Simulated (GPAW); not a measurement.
The system is CdS (Greenockite).

```
CELL_PARAMETERS angstrom
4.15000 0.00000 0.00000
-2.07500 3.59401 0.00000
0.00000 0.00000 6.73700
ATOMIC_POSITIONS crystal
Cd 0.66667 0.33333 0.50000
Cd 0.33333 0.66667 0.00000
S 0.66667 0.33333 0.87500
S 0.33333 0.66667 0.37500
```

Program: GPAW 26.7.0. Alike in all runs: task band structure; cell as given; cutoff (eV) 600; smearing fermi-dirac 0.05 eV.

Task: Order these runs on this cell by their pressure, lowest first.
A. level LDA; potentials or basis the program's PAW data sets (release 1.2.1) made for this functional, pw; spin off; k mesh 7 × 7 × 4; band points 80
B. level BLYP; potentials or basis PAW data sets generated in the run's folder for this functional, pw; spin off; k mesh 7 × 7 × 4; band points 100; eigensolver davidson
C. level revPBE; potentials or basis the program's PAW data sets (release 1.2.1) made for this functional, pw; spin off; k mesh 7 × 7 × 4; band points 80
D. level PBEsol; potentials or basis PAW data sets generated in the run's folder for this functional, pw; spin off; k mesh 7 × 7 × 4; band points 60
E. level r2SCAN; potentials or basis GPAW PAW data sets (gpaw-data 1.2.1), pw; spin SOC, no magnetisation; k mesh 5 × 5 × 3; band points 100; spin axis theta (degrees) 90; spin axis phi (degrees) 45

Result: A (-3.3 GPa), D (-1.2 GPa), E (0.6 GPa), C (3.4 GPa), B (5.0 GPa).

Caveats: spin-orbit coupling was added after a scalar SCF, so levels and gaps hold it while energy, forces, pressure and moments don't (some runs); the PAW data sets were made with another functional, which shifts forces and pressure a little (some runs).

Runs at the PBE level aren't shown here.
